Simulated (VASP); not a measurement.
Here is a VASP 6.6.1 calculation.

The input INCAR:

```
SYSTEM = ZnS
PREC = Accurate ; ENCUT = 520
EDIFF = 1E-6 ; ISMEAR = 0
SIGMA = 0.028000000000000004 ; LREAL = .False.
LASPH = .True. ; NELM = 100
ALGO = Fast ; ISIF = 2
LWAVE = .False. ; LCHARG = .True.
GGA = PE ; LELF = .True.
LVHAR = .True. ; NBANDS = 26
```

The input KPOINTS:

```
regular mesh
0
Gamma
  8 8 5
  0 0 0
```

The input POSCAR:

```
ZnS
1.0
    3.8110000000      0.0000000000      0.0000000000
   -1.9055000000      3.3004228138      0.0000000000
    0.0000000000      0.0000000000      6.2340000000
Zn S
2 2
Direct
    0.6666666667      0.3333333333      0.5000000000
    0.3333333333      0.6666666667      0.0000000000
    0.6666666667      0.3333333333      0.8850000000
    0.3333333333      0.6666666667      0.3850000000
```

Potentials or basis: VASP PAW PBE potentials, release 64 (Zn, S).

Command:

```bash
$ cat potpaw_PBE.64/Zn/POTCAR potpaw_PBE.64/S/POTCAR > POTCAR
$ mpirun -np 1 vasp_std > vasp.out
```

**Question.** What does it give for the largest force?

**Answer.** 0.323 eV/Å.

**Question.** Estimate the band gap on the k mesh.

**Answer.** 2.25 eV, direct.

**Question.** What does it give for the pressure?

**Answer.** 2.5 GPa.

Stress tensor (GPa, compression positive):
```
3.23 0.00 0.00
0.00 3.23 0.00
0.00 0.00 1.17
```

**Experimental background.**

From a printed reference work, monograph, for a bulk crystal of ZnS at 4 K: band gap 3.911 eV (direct).

A measured gap of ZnS is 3.911 eV (direct; 4 K; a printed reference work, monograph); the calculated 2.25 eV misses it by -1.66 eV. The value is that of PBE, without temperature or zero-point motion. Semilocal functionals fall short of measured gaps as a rule.
